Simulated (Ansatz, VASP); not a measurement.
# SiO2 (Stishovite): VASP beside Ansatz

Aim: how closely do two programs agree when they are given the same cell, functional and k mesh? Of the first pair: The two relaxations start from unlike cells of this crystal (the structure described is Ansatz's start), so only their ends are compared.

Main program and level: Ansatz 0.2.0; plane waves, with VASP 6.6.1 beside it; relaxation of cell and atoms at RPBE and relaxation of cell and atoms at r2SCAN with rVV10.

### 1. The starting structure

Symmetry: P4_2/mnm, No. 136, tetragonal system. The conventional cell has a = 4.181 Å, b = 4.181 Å, c = 2.667 Å, α = 90.00°, β = 90.00°, γ = 90.00°. Nearest to Si lie 6 O at 1.76 to 1.81 Å. O has 3 Si at 1.76 to 1.81 Å nearest. Farther neighbours and most contacts between anions are not listed.

### 2. VASP: relaxation of cell and atoms, RPBE

The relaxed volume is the usual yardstick between codes: in a stiff, nearly cubic crystal its relative difference is about their pressure difference at one cell divided by the bulk modulus.

Lines of VASP's logs that name or quote its potential files are left out, and so is its time.

The input, INCAR:

```
SYSTEM = SiO2
PREC = Accurate
ENCUT = 600
EDIFF = 1E-07
NELM = 120
ISMEAR = -1
SIGMA = 0.05
LREAL = .FALSE.
ALGO = Normal
GGA = RP
NBANDS = 22
LORBIT = 11
LWAVE = .FALSE.
LCHARG = .FALSE.
ISIF = 3
IBRION = 2
NSW = 80
EDIFFG = -0.005
LASPH = .TRUE.
GGA_COMPAT = .FALSE.
NELMIN = 4
EFERMI = MIDGAP
KPAR = 2
```

The input, POSCAR:

```
SiO2
1.0
    4.2650571050      0.0000000000      0.0000000000
    0.0000000000      4.2650571050      0.0000000000
    0.0000000000      0.0000000000      2.6994895705
Si O
2 4
Direct
    0.0000000000      0.0000000000      0.0000000000
    0.5000000000      0.5000000000      0.5000000000
    0.3074958994      0.3074958994      0.0000000000
    0.1925041006      0.8074958994      0.5000000000
    0.6925041006      0.6925041006      0.0000000000
    0.8074958994      0.1925041006      0.5000000000
```

The input, KPOINTS:

```
Automatic mesh
0
Gamma
7 7 10
0 0 0
```

Potentials, in the order of the species: Si and O (PBE family, release 64).

Run with:

```console
> mpirun -np 2 vasp_std
```

Numbers of over 12 decimals in the logs are rounded to 6 here.

Log:

```text
[banner, memory and clock lines left out]
running    2 mpi-ranks, on    1 nodes
 distrk:  each k-point on    1 cores,    2 groups
 distr:  one band on    1 cores,    1 groups

 POSCAR found type information on POSCAR SiO
 POSCAR found :  2 types and       6 ions
|                                                                             |
|               ----> ADVICE to this user running VASP <----                  |
|                                                                             |
|     You enforced a specific xc type in the INCAR file but a different       |
|     [... a line on the potential file left out ...]
|     I HOPE YOU KNOW WHAT YOU ARE DOING!                                     |
|                                                                             |

 LDA part: xc-table for (Slater+PW92), standard interpolation
 POSCAR, INCAR and KPOINTS ok, starting setup
 FFT: planning ... GRIDC
 FFT: planning ... GRID_SOFT
 FFT: planning ... GRID
 WAVECAR not read
 entering main loop
       N       E                     dE             d eps       ncg     rms          rms(c)
DAV:   1     0.175112856403E+03    0.17511E+03   -0.19504E+04  2648   0.157E+03
DAV:   2    -0.398197760338E+02   -0.21493E+03   -0.20590E+03  3520   0.320E+02
DAV:   3    -0.482489794685E+02   -0.84292E+01   -0.83954E+01  3360   0.637E+01
DAV:   4    -0.483134755069E+02   -0.64496E-01   -0.64472E-01  3270   0.645E+00
DAV:   5    -0.483140843986E+02   -0.60889E-03   -0.60886E-03  3300   0.610E-01    0.174E+01
DAV:   6    -0.437981111833E+02    0.45160E+01   -0.16008E+01  3084   0.273E+01    0.815E+00
DAV:   7    -0.438517904860E+02   -0.53679E-01   -0.54053E-01  3210   0.494E+00    0.300E+00
DAV:   8    -0.438823828116E+02   -0.30592E-01   -0.26027E-02  3138   0.149E+00    0.114E+00
DAV:   9    -0.438961128201E+02   -0.13730E-01   -0.15979E-02  3228   0.118E+00    0.328E-01
DAV:  10    -0.438966925346E+02   -0.57971E-03   -0.17187E-03  3282   0.324E-01    0.691E-02
DAV:  11    -0.438966100852E+02    0.82449E-04   -0.36396E-04  3234   0.138E-01    0.740E-03
DAV:  12    -0.438966154195E+02   -0.53344E-05   -0.15396E-05  3276   0.307E-02    0.784E-03
DAV:  13    -0.438966156237E+02   -0.20417E-06   -0.21249E-06  3264   0.111E-02    0.506E-03
DAV:  14    -0.438966157698E+02   -0.14609E-06   -0.16193E-07  2598   0.321E-03    0.171E-03
DAV:  15    -0.438966158064E+02   -0.36546E-07   -0.18642E-08  2010   0.111E-03
   1 F= -.43896616E+02 E0= -.43896616E+02  d E =-.438966E+02
 curvature:   0.00 expect dE= 0.000E+00 dE for cont linesearch  0.000E+00
 trial: gam= 0.00000 g(F)=  0.281E-07 g(S)=  0.221E-04 ort = 0.000E+00 (trialstep = 0.100E+01)
 search vector abs. value=  0.221E-04
 bond charge predicted
       N       E                     dE             d eps       ncg     rms          rms(c)
DAV:   1    -0.438966927332E+02   -0.76963E-04   -0.18912E-03  3186   0.368E-01    0.727E-02
DAV:   2    -0.438966182167E+02    0.74516E-04   -0.25013E-04  3102   0.117E-01    0.149E-02
DAV:   3    -0.438966159945E+02    0.22222E-05   -0.12013E-05  3132   0.237E-02    0.693E-03
DAV:   4    -0.438966154533E+02    0.54122E-06   -0.66591E-07  3162   0.629E-03    0.237E-03
DAV:   5    -0.438966155779E+02   -0.12461E-06   -0.12062E-07  2004   0.252E-03    0.769E-04
DAV:   6    -0.438966157592E+02   -0.18130E-06   -0.16558E-08  1716   0.109E-03    0.335E-04
DAV:   7    -0.438966158076E+02   -0.48437E-07   -0.22361E-09  1704   0.377E-04
   2 F= -.43896616E+02 E0= -.43896616E+02  d E =-.125647E-08
 trial-energy change:   -0.000000  1 .order    0.000001   -0.000022    0.000024
 step:   0.5121(harm=  0.4759)  dis= 0.00001  next Energy=   -43.896622 (dE=-0.581E-05)
 bond charge predicted
       N       E                     dE             d eps       ncg     rms          rms(c)
DAV:   1    -0.438966411698E+02   -0.25411E-04   -0.45099E-04  3180   0.180E-01    0.355E-02
DAV:   2    -0.438966225162E+02    0.18654E-04   -0.59750E-05  3084   0.572E-02    0.726E-03
DAV:   3    -0.438966220440E+02    0.47225E-06   -0.28428E-06  3120   0.116E-02    0.341E-03
DAV:   4    -0.438966218094E+02    0.23456E-06   -0.14348E-07  2082   0.306E-03    0.117E-03
DAV:   5    -0.438966216913E+02    0.11808E-06   -0.38401E-08  1650   0.154E-03    0.476E-04
DAV:   6    -0.438966216289E+02    0.62394E-07   -0.35108E-09  1596   0.513E-04
   3 F= -.43896622E+02 E0= -.43896622E+02  d E =-.582259E-05
 curvature:  -0.24 expect dE=-0.525E-06 dE for cont linesearch -0.403E-07
 trial: gam= 0.18796 g(F)=  0.142E-05 g(S)=  0.802E-06 ort =-0.194E-05 (trialstep = 0.902E+00)
 search vector abs. value=  0.227E-05
 reached required accuracy - stopping structural energy minimisation
```

Parts of OUTCAR (step 2):

```text
ion  position               nearest neighbor table
   1  0.000  0.000  0.000-   4 1.78   6 1.78   4 1.78   6 1.78   5 1.85   3 1.85
   2  0.500  0.500  0.500-   3 1.78   5 1.78   3 1.78   5 1.78   4 1.85   6 1.85
   3  0.307  0.307  0.000-   2 1.78   2 1.78   1 1.85
   4  0.193  0.807  0.500-   1 1.78   1 1.78   2 1.85
   5  0.693  0.693  0.000-   2 1.78   2 1.78   1 1.85
   6  0.807  0.193  0.500-   1 1.78   1 1.78   2 1.85

  LATTYP: Found a simple tetragonal cell.
 ALAT       =     4.2650571050
 C/A-ratio  =     0.6329316359

 Subroutine GETGRP returns: Found 16 space group operations
 (whereof  8 operations were pure point group operations)

The static configuration has the point symmetry D_2h.
 The point group associated with its full space group is D_4h.

 Found     60 irreducible k-points:

   k-points           NKPTS =     60   k-points in BZ     NKDIM =     60   number of bands    NBANDS=     22

   dimension x,y,z NGX =    36 NGY =   36 NGZ =   24
   dimension x,y,z NGXF=    72 NGYF=   72 NGZF=   48

   ENCUT  =  600.0 eV  44.10 Ry    6.64 a.u.   8.52  8.52  5.39*2*pi/ulx,y,z

   NELECT =      32.0000    total number of electrons

 k-points in reciprocal lattice and weights: Automatic mesh
   0.00000000  0.00000000  0.00000000       0.002
   0.14285714  0.00000000  0.00000000       0.008
   0.28571429  0.00000000  0.00000000       0.008
   0.42857143  0.00000000  0.00000000       0.008
   0.14285714  0.14285714  0.00000000       0.008
   0.28571429  0.14285714  0.00000000       0.016
   0.42857143  0.14285714  0.00000000       0.016
   0.28571429  0.28571429  0.00000000       0.008
   0.42857143  0.28571429  0.00000000       0.016
[...]
0.42857143  0.28571429  0.50000000       0.016
   0.42857143  0.42857143  0.50000000       0.008

 average (electrostatic) potential at core
       1 -82.1584       2 -82.1584       3 -67.4183       4 -67.4183       5 -67.4183
       6 -67.4183

 E-fermi :  10.0409

 k-point     1 :       0.0000    0.0000    0.0000
  band No.  band energies     occupation
    ...
     12       4.6536      2.00000
     13       5.1355      2.00000
     14       6.7850      2.00000
     15       6.7850      2.00000
     16       7.6120      2.00000
     17      12.4698      0.00000
     18      14.2931      0.00000
     19      15.9252      0.00000
     20      15.9252      0.00000
     21      18.9007      0.00000
    ...

 k-point     2 :       0.1429    0.0000    0.0000
  band No.  band energies     occupation
    ...
     12       4.6948      2.00000
     13       5.1902      2.00000
     14       6.3462      2.00000
     15       6.7482      2.00000
     16       7.4608      2.00000
     17      12.8226      0.00000
     18      14.4471      0.00000
     19      15.9711      0.00000
     20      15.9759      0.00000
     21      19.1929      0.00000
    ...

 k-point     3 :       0.2857    0.0000    0.0000
  band No.  band energies     occupation
    ...
     12       4.8079      2.00000
     13       5.2028      2.00000
     14       5.3446      2.00000
     15       6.6530      2.00000
     16       7.0619      2.00000
     17      13.6239      0.00000
     18      14.8215      0.00000
     19      16.0905      0.00000
     20      16.2391      0.00000
     21      19.0580      0.00000
    ...

  Total       -0.0008020     -0.0008020      0.0099201      0.0000000      0.0000000      0.0000000
  in kB       -0.0261760     -0.0261760      0.3237869      0.0000000      0.0000000      0.0000000
  external PRESSURE =       0.0904783 kB  Pullay stress =       0.0000000 kB

  energy-cutoff  :      600.00
  volume of cell :       49.09
      direct lattice vectors                 reciprocal lattice vectors
     4.264498983  0.000000000  0.000000000     0.234494135  0.000000000  0.000000000
     0.000000000  4.264498983  0.000000000    -0.000000000  0.234494135  0.000000000
     0.000000000  0.000000000  2.699189763     0.000000000  0.000000000  0.370481547

 POSITION                                       TOTAL-FORCE (eV/Angst)
 -----------------------------------------------------------------------------------
      0.00000      0.00000      0.00000         0.000000      0.000000      0.000000
      2.13225      2.13225      1.34959         0.000000      0.000000      0.000000
      1.31132      1.31132      0.00000        -0.001915     -0.001915     -0.000000
      0.82093      3.44357      1.34959         0.001915     -0.001915     -0.000000
      2.95318      2.95318      0.00000         0.001915      0.001915      0.000000
      3.44357      0.82093      1.34959        -0.001915      0.001915      0.000000
 -----------------------------------------------------------------------------------
    total drift:                                0.000000     -0.000000      0.000000

  FREE ENERGIE OF THE ION-ELECTRON SYSTEM (eV)
  ---------------------------------------------------
  free  energy   TOTEN  =       -43.8966216289 eV

  energy  without entropy=      -43.8966216289  energy(sigma->0) =      -43.89662163

 reached required accuracy - stopping structural energy minimisation

 total charge
# of ion       s       p       d       tot
------------------------------------------
    1        0.582   0.831   0.000   1.413
    2        0.582   0.831   0.000   1.413
    3        1.550   3.664   0.000   5.213
    4        1.550   3.664   0.000   5.213
    5        1.550   3.664   0.000   5.213
    6        1.550   3.664   0.000   5.213
--------------------------------------------------
tot          7.362  16.317   0.000  23.679

[... 3 further parts left out ...]
```

The run keeps the 16 symmetry operations of its start, so it cannot find a distortion of lower symmetry.

### 3. Ansatz: relaxation of cell and atoms, RPBE

Ansatz runs on its PAW soft_1 files.

Its own start cell and the same functional, mesh and smearing now go to Ansatz, which takes its cutoff from its data sets.

The input, input.yaml:

```yaml
crystal:
  lattice:
    - [4.1811, 0.0, 0.0]
    - [0.0, 4.1811, 0.0]
    - [0.0, 0.0, 2.6665]
  atoms:
    - { symbol: Si, position: [0.0, 0.0, 0.0] }
    - { symbol: Si, position: [0.5, 0.5, 0.5] }
    - { symbol: O, position: [0.3058, 0.3058, 0.0] }
    - { symbol: O, position: [0.1942, 0.8058, 0.5] }
    - { symbol: O, position: [0.6942, 0.6942, 0.0] }
    - { symbol: O, position: [0.8058, 0.1942, 0.5] }
kpoints:
  mp_grid: { grid: [7, 7, 10] }
scf:
  occupations: { method: fermi_dirac, width: 0.05 }
hamiltonian:
  xc: rpbe
  pseudopotentials: { kind: paw, azcp: { folder: soft_1 } }
relax:
  f_tol: 0.01
  max_steps: 60
  cell: { stress_tol: 0.02 }
output:
  forces: true
  stress: true
```

Run with:

```console
> ansatz run input.yaml --threads 4 --pin off --max-ram 10240MiB --backend cpu --events-out ev --progress --plain --runs-dir out
```

Log:

```text
Engine: ansatz 0.2.0, aarch64-unknown-linux-gnu
Pseudopotentials: kind: paw
Pseudopotential: Si, paw, valence charge 4, recommended cutoff 420 eV (normal), soft_1/Si.paw.azcp
Pseudopotential: O, paw, valence charge 6, recommended cutoff 420 eV (normal), soft_1/O.paw.azcp
Functional definition: RPBE
  parameter kappa = 0.804
  parameter beta = 0.066725
  exchange = rpbe_x(kappa = kappa, mu = beta*pi^2/3)
  correlation = pbe_c(beta = beta)
Crystal: 6 atoms, lattice volume = 46.615 Å³
Basis set: ecut = 420 eV, 913 PW (Γ), exchange–correlation on 60×60×36 points (8 copies of the dense FFT grid, shifted against one another)
Bands: 22, of which v1, the nominal top of the filled ones, is band 16 counted from 1 (15 counted from 0)
Symmetry: 16 space group operations
Space group: P42/mnm (ITA 136), of the structure as read, at distance tolerance 3.6e-5 Å
k-points: 60 of 490
Non-local potential: Si, projectors of the file, l = 0: 2, l = 1: 2, l = 2: 1
Non-local potential: O, projectors of the file, l = 0: 2, l = 1: 2, l = 2: 1
PAW form: soft (Blöchl's): semilocal exchange-correlation on the pseudo side does not see the compensation charge
PAW frozen core: Si, regenerated for the run's functional, and the local potential with it (the file was generated under x = pbe(κ = 0.804, μ = 0.219515), c = pbe(β = 0.066725))
PAW frozen core: O, regenerated for the run's functional, and the local potential with it (the file was generated under x = pbe(κ = 0.804, μ = 0.219515), c = pbe(β = 0.066725))
PAW one-centre angular grid: Si, 110 points (default); XC on 64 Gauss nodes
PAW one-centre angular grid: O, 110 points (default); XC on 64 Gauss nodes
Initial density: superposition of atomic densities (chi_scale 0.1, normalization cell, long waves kept (reshape's long-wave potential 0.00 eV rms))
Initial wavefunctions: pseudopotential atomic-orbital guess
Functional: x = rpbe, c = pbe(β = 0.066725)
SCF iter   1: F=—  HF=-3561.751426 eV  |F-HF|=—  |Δ(HF+E_count)|=         —  Δρ=1.50e-1  dr2=8.44e0  ethr=3.10e-3  ⟨swp⟩=6.0  Hψ=7234  notcnv=0
preconditioner: auto → none  [insulator: Δε(μ)=6.746 eV  Ē_g=19.743 eV  σ=0.050 eV  W_gap=1.00  n_scr=10 (ndim 8)  ℏωp=30.8 eV  f_vac=0.000  D(μ)=0.00/eV (n_scr^D=0)  ε∞_Penn≈3.4]
SCF iter   2: F=—  HF=-3559.672151 eV  |F-HF|=—  |Δ(HF+E_count)|=    2.08e0  Δρ=6.50e-2  dr2=6.94e-1  ethr=3.10e-3  ⟨swp⟩=3.5  Hψ=3565  notcnv=0  defer=101
SCF iter   3: F=—  HF=-3559.566338 eV  |F-HF|=—  |Δ(HF+E_count)|=   1.06e-1  Δρ=2.43e-2  dr2=9.89e-2  ethr=2.17e-3  ⟨swp⟩=2.6  Hψ=2619  notcnv=0  defer=102
SCF iter   4: F=—  HF=-3559.613771 eV  |F-HF|=—  |Δ(HF+E_count)|=   4.74e-2  Δρ=2.08e-3  dr2=8.88e-4  ethr=3.09e-4  ⟨swp⟩=2.9  Hψ=2468  notcnv=0  defer=102
SCF iter   5: F=—  HF=-3559.614697 eV  |F-HF|=—  |Δ(HF+E_count)|=   9.26e-4  Δρ=2.50e-4  dr2=1.31e-5  ethr=2.78e-6  ⟨swp⟩=2.3  Hψ=2206  notcnv=0  defer=102
SCF iter   6: F=—  HF=-3559.614534 eV  |F-HF|=—  |Δ(HF+E_count)|=   1.62e-4  Δρ=2.94e-5  dr2=1.86e-7  ethr=4.09e-8  ⟨swp⟩=2.0  Hψ=2217  notcnv=0  defer=102
SCF iter   7: F=-3559.614534 eV  HF=-3559.614534 eV  |F-HF|=2.49e-9  |Δ(HF+E_count)|=   2.16e-8  Δρ=2.12e-6  dr2=1.47e-9  ethr=3.13e-10  ⟨swp⟩=5.0  Hψ=4788  notcnv=0
SCF 1 converged in 7 iterations: F = -3559.614534 eV  dr2 = 1.47e-9
  greatest PAW one-centre occupation: 0.862 electrons in one spin orbital (limit 2), on the O atom at site 4 (counted from 0), in its partial waves of l = 0
relax step   1: F+E_penalty+E_count = -3559.61453438 eV  Δ(F+E_penalty+E_count) = +0.000e0 eV  max|allowed force component| = 6.240e-2 eV/Å  Δτ_max = 0.0000 Å  P = +16.093 GPa  Ω = 46.615 Å³  (7 SCF iters, dr2 threshold 1.00e-7 eV, accepted)
[...]
relax step   7: F+E_penalty+E_count = -3559.73797708 eV  Δ(F+E_penalty+E_count) = -1.100e-2 eV  max|allowed force component| = 4.118e-5 eV/Å  Δτ_max = 0.0000 Å  P = +0.451 GPa  Ω = 49.189 Å³  stress off target by 5.18e-1 GPa  SCF on the basis re-selected at this cell (its energy is not comparable with the rows above)  (6 SCF iters)
[...]
relax step   8: F+E_penalty+E_count = -3559.73785397 eV  Δ(F+E_penalty+E_count) = +1.231e-4 eV  max|allowed force component| = 9.931e-5 eV/Å  Δτ_max = 0.0007 Å  P = +0.020 GPa  Ω = 49.285 Å³  energy of the carried Pulay correction = -2.861e-4 eV  (4 SCF iters, dr2 threshold 6.00e-7 eV, accepted)
[...]
relax step   9: F+E_penalty+E_count = -3559.73784096 eV  Δ(F+E_penalty+E_count) = +1.301e-5 eV  max|allowed force component| = 1.245e-4 eV/Å  Δτ_max = 0.0000 Å  P = +0.000 GPa  Ω = 49.290 Å³  energy of the carried Pulay correction = -2.994e-4 eV  (4 SCF iters, dr2 threshold 1.21e-9 eV, accepted)
[...]
relax step  10: F+E_penalty+E_count = -3559.73811627 eV  Δ(F+E_penalty+E_count) = -2.753e-4 eV  max|allowed force component| = 1.185e-4 eV/Å  Δτ_max = 0.0000 Å  P = +0.005 GPa  Ω = 49.290 Å³  stress off target by 7.54e-3 GPa  SCF on the basis re-selected at this cell (its energy is not comparable with the rows above)  (5 SCF iters)
basis re-selected at this cell: Δ(F+E_penalty+E_count) = -2.753e-4 eV, ΔP = +0.005 GPa vs the last step (what re-selecting the basis moved, of the pressure what is left beyond the Pulay correction that the steps carried, after the strain that the cell walked since its last selection, with what the two solves' SCF thresholds leave and, on support functions, any second-order correction that the steps lacked; it is no m [...]
SCF converged after 5 iterations
Free energy (F): -3559.738116 eV
Harris-Foulkes:  -3559.738116 eV  (|F-HF|=6.82e-12)
Internal energy: -3559.738116 eV  (E = F + TS)
E sigma→0 (E₀):  -3559.738116 eV
Fermi energy:    12.160522 eV
--- Per-component energies (eV) ---
  E_band       = 47.671038
  E_kinetic    = 782.522630
  E_local      = -1243.904364  (includes V_loc(G=0)·N_el)
  E_nonlocal   = 243.736778
  E_hartree    = 455.801002
  E_xc         = -405.259787
  E_vxc        = -468.416589  (∫ρ·V_xc dr)
  E_paw        = -1688.404914  (= ΣΔE_a)
  E_vpaw       = -177.872663  (= ΣTr[D̂ρ^β])
  E_aug_tail   = 0.003202  (compensation charges beyond the density's cutoff)
  E_ewald      = -1704.101091
  E_core_change = -0.131571  (= ΣΔE_core)
  E_smearing   = -0.000000  (= −TS)
  E_closure    = -0.000000  (closes the sum)
  Σ components = -3559.738116   (vs F -3559.738116, Δ=0.00e0)
--- Forces (eV/Å), atoms counted from 1 ---
  atom   1  Si    -0.00000000    -0.00000000     0.00000000
  atom   2  Si     0.00000000     0.00000000     0.00000000
  atom   3  O     -0.00011848    -0.00011848     0.00000000
  atom   4  O      0.00011848    -0.00011848     0.00000000
  atom   5  O      0.00011848     0.00011848     0.00000000
  atom   6  O     -0.00011848     0.00011848     0.00000000
  max |Σ_I F_I| component: 2.17e-18 eV/Å
--- Stress (GPa, compression-positive) ---
        0.007536       0.000000       0.000000
        0.000000       0.007536       0.000000
        0.000000       0.000000      -0.000457
  P = ⅓ Tr σ = 0.0049 GPa (0.049 kbar)
--- Relaxed structure (8 steps of the walk, 8 accepted, 2 SCFs on fresh bases) ---
  F+E_penalty+E_count = -3559.73811627 eV   max|allowed force component| = 1.185e-4 eV/Å   (the final SCF, on the basis selected at the relaxed cell)
  cell:  # Å, volume = 49.2895 Å³
    - [4.273411, 0, 0.0]
    - [0, 4.273411, 0.0]
    - [0.0, 0.0, 2.699013]
  atoms:
    - { symbol: Si, position: [0, 0, 0.0] }
    - { symbol: Si, position: [0.5, 0.5, 0.5] }
    - { symbol: O, position: [0.307779, 0.307779, 0.0] }
    - { symbol: O, position: [0.192221, 0.807779, 0.5] }
    - { symbol: O, position: [0.692221, 0.692221, 0.0] }
    - { symbol: O, position: [0.807779, 0.192221, 0.5] }
```

In the SCF lines HF is the Harris–Foulkes energy and dr2 the Hartree energy of the density residual, in eV; the loop may stop once dr2 is under the threshold and the program's other checks hold. Hψ counts applications of the Hamiltonian.

### 4. Differences

Known differences besides the potentials themselves: the cutoff is 420 eV in Ansatz and 600 eV in VASP; Ansatz makes its cores anew for this functional, VASP keeps those of its PBE data sets; Ansatz adds a Pulay correction to the stress that steers its cell, VASP none. Total energies have different zeros and are not compared.

The two programs side by side:

```csv
quantity,Ansatz,VASP,difference
volume (Å³),49.29,49.09,+0.41 %
"edge a after relaxation, in the typed setting (Å)",4.273,4.264,+0.21 %
"edge c after relaxation, in the typed setting (Å)",2.699,2.699,-0.01 %
```

[end of part 1 of 2]

[Lines on the potential files, build, host, timing and source positions are cut from VASP's logs without a mark.]

[Logs are printed without paths, hosts, clocks, repeated set-up lines and the standing remarks that a program may print on its own settings, such as how far it seeks lower states.]

[Hosts, paths, dates, database ids (printed as entryN), source tags and the programs' standing remarks are cut or masked in the printed files.]
